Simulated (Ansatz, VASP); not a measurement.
LiH in VASP and in Ansatz

INCAR

```
PREC = Accurate
ENCUT = 520
EDIFF = 1E-6
ISMEAR = 0
SIGMA = 0.05
LREAL = F
LASPH = T
NELM = 60
ALGO = Normal
ISIF = 2
LWAVE = F
LCHARG = F
GGA = PS
NBANDS = 9
```

The input KPOINTS:

```
regular mesh
0
Gamma
  10 10 10
```

The input POSCAR:

```
LiH
1.0
    0.0000000000      1.9512000000      2.1951000000
    1.9512000000      0.0000000000      2.1951000000
    1.9512000000      1.9512000000      0.0000000000
Li H
1 1
Direct
    0.0000000000      0.0000000000      0.0000000000
    0.5000000000      0.5000000000      0.5000000000
```

Input for Ansatz:

```yaml
crystal:
  lattice:
    - [0.0, 1.9512, 2.1951]
    - [1.9512, 0.0, 2.1951]
    - [1.9512, 1.9512, 0.0]
  atoms:
    - { symbol: Li, position: [0.0, 0.0, 0.0] }
    - { symbol: H, position: [0.5, 0.5, 0.5] }
basis:
  ecutwfc: 420
kpoints:
  mp_grid: { grid: [10, 10, 10] }
hamiltonian:
  xc: pbesol
scf:
  occupations: { method: gaussian, width: 0.05 }
output:
  forces: true
  stress: true
  eigenvalues: true
```

Change from the starting cell: strain -0.040 along x and y, +0.080 along z, atoms carried along.

Alike in both runs: task single point; functional PBEsol; k mesh 10 × 10 × 10; occupations gaussian, width 0.05 eV; no spin polarisation.

|  | VASP | Ansatz |
| --- | --- | --- |
| version | VASP 6.6.1 | Ansatz 0.2.0 |
| potentials or method | VASP PAW PBE potentials, release 64 (Li_sv, H) | scalar-relativistic, plane waves, PAW |
| plane-wave cutoff (eV) | 520 | 420 |
| valence electrons in the cell | 4 | 4 |

```tsv
	VASP	Ansatz	Ansatz less VASP
gap on the k mesh at the Fermi level (eV)	1.55	1.55	+0.002
least direct gap on the mesh (eV)	2.49	2.49	+0.006
```

 A k mesh can miss the band edges.
